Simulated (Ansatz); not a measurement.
# Is this MgS structure stable?

It was relaxed at this level from a cell as deposited in COD.

The calculation used DFT PBE, scalar-relativistic, plane waves, PAW (Ansatz). Plane waves to 420 eV, an 8×8×8 mesh through Γ for the 2-atom cell and 0.02 eV Gaussian smearing; no spin polarisation.

```yaml
crystal:
  lattice:
    - [0.00000, 2.61486, 2.61486]
    - [2.61486, 0.00000, 2.61486]
    - [2.61486, 2.61486, 0.00000]
  atoms:
    - { symbol: Mg, position: [0.00000, 0.00000, 0.00000] }
    - { symbol: S, position: [0.50000, 0.50000, 0.50000] }
```

The zero of energy is the elements' standard structures at the same level; no fitted shifts are applied.

Task: These tests were run: energy against the elements; random kick, then relaxation without symmetry; phonons on a 4×4×4 q mesh; elastic tensor. What do they show?

Result:

| test | result |
| --- | --- |
| energy against the elements | −1.444 eV/atom |
| random kick, then relaxation without symmetry | returns |
| phonons on a 4×4×4 q mesh | no imaginary mode on the mesh |
| elastic tensor | least eigenvalue 54 GPa |

It fails none of these tests. Competing phases weren't compared here.

The reference form of S is held partly by dispersion forces, which this level lacks. The kick test ran on a coarse mesh. The run for the phonons used an 8×8×8 k mesh. The run for the elastic tensor used an 8×8×8 k mesh.
